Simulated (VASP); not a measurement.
Here is a VASP 6.6.1 calculation.

Contents of INCAR:

```
PREC = Accurate
ENCUT = 600
EDIFF = 1E-6
ISMEAR = 0
SIGMA = 0.03
LREAL = F
LASPH = T
NELM = 80
ALGO = Normal
ISIF = 3
LWAVE = F
LCHARG = F
GGA = PE
IBRION = 2
NSW = 90
EDIFFG = -0.01
LATTICE_CONSTRAINTS = .TRUE. .TRUE. .FALSE.
KPAR = 4
```

File KPOINTS:

```
Automatic mesh
0
Gamma
  10 8 1
```

POSCAR

```
P
1.0
    3.3164000000      0.0000000000      0.0000000000
    0.0000000000      4.3793000000      0.0000000000
    0.0000000000      0.0000000000     25.3727681600
P
8
Direct
    0.0000000000      0.5806800000      0.3547110000
    0.5000000000      0.9193200000      0.3547110000
    0.5000000000      0.0806800000      0.4386895500
    0.0000000000      0.4193200000      0.4386895500
    0.5000000000      0.5806800000      0.5613104500
    0.0000000000      0.9193200000      0.5613104500
    0.0000000000      0.0806800000      0.6452890000
    0.5000000000      0.4193200000      0.6452890000
```

Potentials or basis: VASP PAW PBE potentials, release 64 (P).

Run with:

```bash
$ cat potpaw_PBE.64/P/POTCAR > POTCAR
$ mpirun -np 4 vasp_std > vasp.out
```

(1) What does it give for the relaxed volume?

(2) Estimate the space group after relaxing (to 0.05 Å).

Results:

(1) 48.04 Å³/atom.

(2) Pbcm (No. 57).
